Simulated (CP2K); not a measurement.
Runs of CP2K 2026.2 on BeS. The structure is cubic, space group F-43m (No. 216). Conventional cell: a = 4.850 Å, b = 4.850 Å, c = 4.850 Å, α = 90.00°, β = 90.00°, γ = 90.00°. S (site symmetry -43m) has 4 Be at 2.10 Å as nearest neighbours. Around Be (site symmetry -43m) lie 4 S at 2.10 Å. 

| task | potentials or basis | points a segment of the path (NPOINTS) | bands added on the path | gap on the mesh (eV) | pressure (GPa) | V0 of scaled cells (Å³/atom) | B0 (GPa) |
| --- | --- | --- | --- | --- | --- | --- | --- |
| band structure | POTENTIAL_UZH S GTH-PBE-q6, Be GTH-PBE-q4; TZVP-MOLOPT-PBE-GTH basis | 10 | 2 | (c) | 2.8 | - | - |
| equation of state | POTENTIAL_UZH S GTH-PBE-q6, Be GTH-PBE-q4; TZVP-MOLOPT-PBE-GTH basis | - | - | - | - | 14.68 | 91 |
| band structure | POTENTIAL_UZH S GTH-PBE-q6, Be GTH-PBE-q2; TZVP-MOLOPT-PBE-GTH basis | 10 | 2 | 3.90 | (a) | - | - |
| equation of state | POTENTIAL_UZH S GTH-PBE-q6, Be GTH-PBE-q2; TZVP-MOLOPT-PBE-GTH basis | - | - | - | - | (b) | 86 |

Alike in all rows: level PBE; no spin polarisation; cell as given; k mesh 9 × 9 × 9; smearing fermi-dirac 0.05 eV.

Problem. Estimate the missing entries.

Solution. (a) 1.6; (b) 14.52; (c) 4.28.

Caveats: the basis of atomic orbitals isn't converged, which shifts pressures, moduli and gaps; the mesh misses the band edges, which the band path finds closer together (some runs).

The runs don't all hold the same shells in valence.
